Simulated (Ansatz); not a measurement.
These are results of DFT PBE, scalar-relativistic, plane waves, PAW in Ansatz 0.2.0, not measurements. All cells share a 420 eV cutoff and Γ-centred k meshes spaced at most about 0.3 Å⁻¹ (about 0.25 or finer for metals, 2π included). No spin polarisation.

All energies are static (0 K, no zero-point motion).

Question: Which of these relaxed structures of Mg3Zn2O is the lowest in energy?
A. Space group P6_3/mmc (No. 194), hexagonal, a = 6.279 Å, c = 5.883 Å. Mg has 2 O at 2.21 Å, 2 Zn at 2.67 Å and 2 Mg at 2.85 Å; Zn is surrounded by 1 Zn at 2.30 Å and 3 Mg at 2.67 Å; O has 6 Mg at 2.21 Å.
B. Space group Cmmm (No. 65), orthorhombic, a = 4.635 Å, b = 12.024 Å, c = 4.509 Å. Around Mg on a site of symmetry m2m lie 1 O at 1.84 Å, 4 Zn at 2.79 Å, 2 Mg at 3.28 Å and 5 Mg at 3.69–3.72 Å; Mg on a site of symmetry mmm has 4 Zn at 3.22 Å, 4 O at 3.23 Å and 8 Mg at 3.72 Å; Zn has 2 Zn at 2.32 Å, 4 Mg at 2.79 Å and 2 Mg at 3.22 Å; O has 2 Mg at 1.84 Å and 4 Mg at 3.23 Å.

Answer: A. The other, B, lies 212 meV/atom higher. Counting Mg or Zn atoms around O (for each partner element, those within 1.25 times its shortest distance or 1.15 times the sum of covalent radii, where it is the nearest in units of that sum or under 1.3): A has O 6; B has O 2. Both come from invented guesses.

Cells relaxed within their symmetry can be saddle points. Some candidate types were left out of the draw beforehand, so a known form may be missing.
